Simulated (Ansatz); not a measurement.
# Cu2O: the cost of one run

Computed with Ansatz 0.2.0 (DFT r2SCAN, scalar-relativistic, plane waves, PAW, unless a step's input says otherwise).

The COD entry's cell or inner coordinates are ideal or old and differ from later refinements, so a difference from it is no clean test against experiment.

## (1) The structure to begin with

Symmetry: Pn-3m, No. 224, cubic system. Conventional cell: a = 4.260 Å, b = 4.260 Å, c = 4.260 Å, α = 90.00°, β = 90.00°, γ = 90.00°. Cu (site symmetry -3m) is surrounded by 2 O at 1.84 Å. O (site symmetry -43m) is surrounded by 4 Cu at 1.84 Å.

Structure file:

```xyz
6
Lattice="4.2600 0.0000 0.0000 0.0000 4.2600 0.0000 0.0000 0.0000 4.2600" Properties=species:S:1:pos:R:3 pbc="T T T"
Cu    1.0650    1.0650    1.0650
Cu    1.0650    3.1950    3.1950
Cu    3.1950    3.1950    1.0650
Cu    3.1950    1.0650    3.1950
O     0.0000    0.0000    0.0000
O     2.1300    2.1300    2.1300
```

The structure rests on an entry of the Crystallography Open Database; cell or positions may have been set otherwise for this series.

## (2) Relaxing cell and atoms: Cu2O, no spin

Input file input.yaml:

```yaml
crystal:
  lattice:
    - [4.26, 0.0, 0.0]
    - [0.0, 4.26, 0.0]
    - [0.0, 0.0, 4.26]
  atoms:
    - { symbol: Cu, position: [0.25, 0.25, 0.25] }
    - { symbol: Cu, position: [0.25, 0.75, 0.75] }
    - { symbol: Cu, position: [0.75, 0.75, 0.25] }
    - { symbol: Cu, position: [0.75, 0.25, 0.75] }
    - { symbol: O, position: [0.0, 0.0, 0.0] }
    - { symbol: O, position: [0.5, 0.5, 0.5] }
scf:
  occupations: { method: fixed }
output:
  forces: true
  stress: true
hamiltonian:
  xc: r2scan
kpoints:
  mp_grid: { grid: [8, 8, 8] }
relax:
  f_tol: 0.002
  cell: { stress_tol: 0.02 }
```

Launch:

```
ansatz run input.yaml --threads 4 --pin off --max-ram 8192MiB --backend cpu --events-out ev --progress --plain --runs-dir out
```

Q: Estimate wall time and peak memory on 4 threads of AMD EPYC 9R45 (Zen 5), shared host.

About 4.8 s, with a peak of 0.7 GiB.
